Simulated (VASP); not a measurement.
# CdF2: cell size and functional, part 2 of 2

Aim: relax CdF2 at several levels of theory and compare the cells. The starting structure is a measured crystal structure from the Crystallography Open Database. The first relaxation on each setting starts from this cell expanded by 3 % in volume.

VASP 6.6.1.

Results so far: PBEsol 13.10 Å³ an atom; LDA 12.51 Å³ an atom; PBE 13.81 Å³ an atom; PBEsol + D3(BJ) 12.90 Å³ an atom.

### 6. Relaxation with r2SCAN

Level of this step: r2SCAN; plane waves and PAW (Cd, F) (VASP).

r2SCAN adds the kinetic-energy density, costs more than a GGA and is run with LASPH. This run starts from the cell of an earlier relaxation, which isn't shown; the restart sets up the plane waves anew.

INCAR

```
SYSTEM = CdF2
PREC = Accurate
ENCUT = 520
EDIFF = 1E-06
NELM = 100
ISMEAR = 0
SIGMA = 0.03
LREAL = .FALSE.
ALGO = Normal
METAGGA = R2SCAN
LASPH = .TRUE.
NBANDS = 19
LORBIT = 11
LWAVE = .FALSE.
LCHARG = .FALSE.
KPAR = 4
IBRION = 2
NSW = 50
ISIF = 3
EDIFFG = -0.006
```

POSCAR

```
CdF2
1.0
    0.0000000000      2.7019823676      2.7019823676
    2.7019823676      0.0000000000      2.7019823676
    2.7019823676      2.7019823676      0.0000000000
Cd F
1 2
Direct
    0.0000000000      0.0000000000      0.0000000000
    0.7500000000      0.7500000000      0.7500000000
    0.2500000000      0.2500000000      0.2500000000
```

KPOINTS

```
Automatic mesh
0
Gamma
8 8 8
0 0 0
```

The projector-augmented-wave data sets are Cd and F (PBE family, release 64).

On the command line:

```sh
mpirun -np 4 vasp_std
```

What it wrote:

```text
[banner, memory and clock lines left out]
running    4 mpi-ranks, on    1 nodes
[...]
[... a notice as in an earlier step ...]

 LDA part: xc-table for (None), standard interpolation
 POSCAR, INCAR and KPOINTS ok, starting setup
[...]
entering main loop
       N       E                     dE             d eps       ncg     rms          rms(c)
DAV:   1     0.174215506945E+03    0.17422E+03   -0.15967E+04  1126   0.141E+03
DAV:   2    -0.342202871271E+02   -0.20844E+03   -0.20137E+03  1181   0.362E+02
DAV:   3    -0.431242869917E+02   -0.89040E+01   -0.88790E+01  1234   0.836E+01
DAV:   4    -0.431623573391E+02   -0.38070E-01   -0.38068E-01  1168   0.563E+00
[...]
DAV:  14    -0.337211261010E+02    0.37454E-05   -0.43756E-05  1123   0.625E-02    0.159E-02
DAV:  15    -0.337211247819E+02    0.13191E-05   -0.15884E-06   804   0.117E-02    0.712E-03
DAV:  16    -0.337211244572E+02    0.32465E-06   -0.11445E-06   631   0.101E-02
   1 F= -.33721124E+02 E0= -.33721124E+02  d E =-.337211E+02
[...]
reached required accuracy - stopping structural energy minimisation
```

Run time: 87 s. Hardware: 4 MPI ranks of AMD EPYC 7R43, shared host; peak memory 0.5 GiB.

OUTCAR, selected parts (step 6):

```text
  Total       -0.0058579     -0.0058579     -0.0058579     -0.0000000      0.0000000      0.0000000
  in kB       -0.2378900     -0.2378900     -0.2378900     -0.0000000      0.0000000      0.0000000
  external PRESSURE =      -0.2378900 kB  Pullay stress =       0.0000000 kB

 POSITION                                       TOTAL-FORCE (eV/Angst)
 -----------------------------------------------------------------------------------
      0.00000      0.00000      0.00000        -0.000000     -0.000000      0.000000
      4.05297      4.05297      4.05297        -0.000000      0.000000     -0.000000
      1.35099      1.35099      1.35099         0.000000     -0.000000      0.000000
 -----------------------------------------------------------------------------------
    total drift:                                0.000000      0.000000      0.000000

  FREE ENERGIE OF THE ION-ELECTRON SYSTEM (eV)
  ---------------------------------------------------
  free  energy   TOTEN  =       -33.7211244572 eV

  energy  without entropy=      -33.7211244572  energy(sigma->0) =      -33.72112446

[... 2 parts as in an earlier step ...]

[... 2 further parts left out ...]
[key lines of the parts left out:]
E-fermi :  -1.7978
```

With r2SCAN the relaxed cell holds 13.151 Å³ an atom, +0.89 % against the measured cell, with a = 5.404 Å. That is +0.40 % from PBEsol.

### 7. Relaxation with r2SCAN + rVV10

rVV10 adds a nonlocal correlation energy for dispersion. This run starts from the cell of an earlier relaxation, which isn't shown; the restart sets up the plane waves anew.

INCAR, as its differences from that of step 6:

```diff
@@ -10,2 +10,6 @@
 METAGGA = R2SCAN
+LUSE_VDW = .TRUE.
+IVDW_NL = 2
+BPARAM = 11.95
+CPARAM = 0.0093
 LASPH = .TRUE.
```

POSCAR

```
CdF2
1.0
    0.0000000000      2.6916870379      2.6916870379
    2.6916870379      0.0000000000      2.6916870379
    2.6916870379      2.6916870379      0.0000000000
Cd F
1 2
Direct
    0.0000000000      0.0000000000      0.0000000000
    0.7500000000      0.7500000000      0.7500000000
    0.2500000000      0.2500000000      0.2500000000
```

KPOINTS is that of step 6.

On the command line:

```sh
mpirun -np 4 vasp_std
```

What it wrote:

```text
[banner, memory and clock lines left out]
running    4 mpi-ranks, on    1 nodes
[...]
|                                                                             |
|               ----> ADVICE to this user running VASP <----                  |
|                                                                             |
|     You have switched on vdW-DFT.                                           |
|     This routine was written and supplied by Jiri Klimes. We recommend      |
|     that you carefully read and cite the following publications:            |
|       J. Klimes, D.R. Bowler, A. Michelides                                 |
|          J. Phys.: Cond Matt. 22 022201 (2010)                              |
|       J. Klimes, D.R. Bowler, A. Michelides                                 |
|          Phys. Rev. B. 83, 195131 (2011)                                    |
|     and references therein.                                                 |
|                                                                             |

[...]
DAV:   4    -0.328483349598E+02    0.39568E-05   -0.76906E-06  1116   0.415E-02    0.237E-02
Total rVV10 correction in eV:      0.8688499    28.7439119
Total rVV10 correction in eV:      0.8688499    28.7439119
Total rVV10 correction in eV:      0.8688499    28.7439119
Total rVV10 correction in eV:      0.8688499    28.7439119
DAV:   5    -0.328483339221E+02    0.10377E-05   -0.22645E-06  1100   0.179E-02    0.371E-03
Total rVV10 correction in eV:      0.8688490    28.7439119
Total rVV10 correction in eV:      0.8688490    28.7439119
Total rVV10 correction in eV:      0.8688490    28.7439119
Total rVV10 correction in eV:      0.8688490    28.7439119
DAV:   6    -0.328483339426E+02   -0.20513E-07   -0.12733E-07   551   0.759E-03
Total rVV10 correction in eV:      0.8688471    28.7439119
Total rVV10 correction in eV:      0.8688471    28.7439119
Total rVV10 correction in eV:      0.8688471    28.7439119
Total rVV10 correction in eV:      0.8688471    28.7439119
Total rVV10 correction in eV:      0.8688477    28.7439119
Total rVV10 correction in eV:      0.8688477    28.7439119
Total rVV10 correction in eV:      0.8688477    28.7439119
Total rVV10 correction in eV:      0.8688477    28.7439119
   3 F= -.32848334E+02 E0= -.32848334E+02  d E =-.301677E-05
[...]
reached required accuracy - stopping structural energy minimisation
```

Run time: 4.6 min. Hardware: 4 MPI ranks; peak memory 0.88 GiB; 16 min of CPU time.

From OUTCAR (step 7):

```text
  Total        0.0018425      0.0018425      0.0018425     -0.0000000      0.0000000      0.0000000
  in kB        0.0757235      0.0757235      0.0757235     -0.0000000      0.0000000      0.0000000
  external PRESSURE =       0.0757235 kB  Pullay stress =       0.0000000 kB

 POSITION                                       TOTAL-FORCE (eV/Angst)
 -----------------------------------------------------------------------------------
      0.00000     -0.00000      0.00000        -0.000000     -0.000000     -0.000000
      4.03686      4.03686      4.03686        -0.000000     -0.000000     -0.000000
      1.34562      1.34562      1.34562         0.000000      0.000000      0.000000
 -----------------------------------------------------------------------------------
    total drift:                                0.000000      0.000000      0.000000

  FREE ENERGIE OF THE ION-ELECTRON SYSTEM (eV)
  ---------------------------------------------------
  free  energy   TOTEN  =       -32.8483339426 eV

  energy  without entropy=      -32.8483339426  energy(sigma->0) =      -32.84833394

[... 2 parts as in an earlier step ...]

[... 2 further parts left out ...]
[key lines of the parts left out:]
E-fermi :  -1.6041
```

With r2SCAN + rVV10 the relaxed cell holds 12.995 Å³ an atom, -0.31 % against the measured cell, with a = 5.382 Å. That is -0.80 % from PBEsol.

### 8. Comparison

```
          level  volume (Å³/atom)  against the measured cell (%)   a (Å)  pressure left (GPa)  core minutes
         PBEsol            13.099                           0.49  5.3969                -0.01          4.16
            LDA            12.513                           -4.0  5.3152                -0.02          3.92
            PBE            13.806                           5.92  5.4922                -0.05          5.07
PBEsol + D3(BJ)            12.901                          -1.03  5.3694                -0.02          4.49
         r2SCAN            13.151                           0.89   5.404                -0.02          20.1
 r2SCAN + rVV10            12.995                          -0.31  5.3825                 0.01          44.5
```

Core minutes are wall time times ranks, summed over the relaxations behind a row (those for a bulk modulus apart), on shared hosts.

### 9. Results

```json
{"volume, PBEsol": "13.10 Å³/atom", "volume, LDA": "12.51 Å³/atom", "volume, PBE": "13.81 Å³/atom", "volume, PBEsol + D3(BJ)": "12.90 Å³/atom", "volume, r2SCAN": "13.15 Å³/atom", "volume, r2SCAN + rVV10": "12.99 Å³/atom"}
```

Across 6 levels the volume of CdF2 spans 10.3 %, from 12.51 Å³ an atom (LDA) to 13.81 Å³ (PBE). Against the measured volume of the starting structure, r2SCAN + rVV10 comes nearest (-0.3 %) and PBE lies farthest (+5.9 %). The measured cell holds zero-point expansion and, unless it was taken cold, thermal expansion, which the runs lack, so small differences decide nothing. Adding D3(BJ) to PBEsol changes the volume by -1.5 %. Adding rVV10 to r2SCAN changes the volume by -1.2 %. LASPH is on in some of these runs and off in others, which adds a little to the differences. All runs keep the symmetry of the start, so they can't find a distortion of lower symmetry. Further runs on this material are not shown.

[Lines on the potential files, build, host, timing and source positions are cut from VASP's logs without a mark.]

[Logs are printed without paths, hosts, clocks, repeated set-up lines and the standing remarks that a program may print on its own settings, such as how far it seeks lower states.]

[Hosts, paths, dates, database ids (printed as entryN), source tags and the programs' standing remarks are cut or masked in the printed files.]
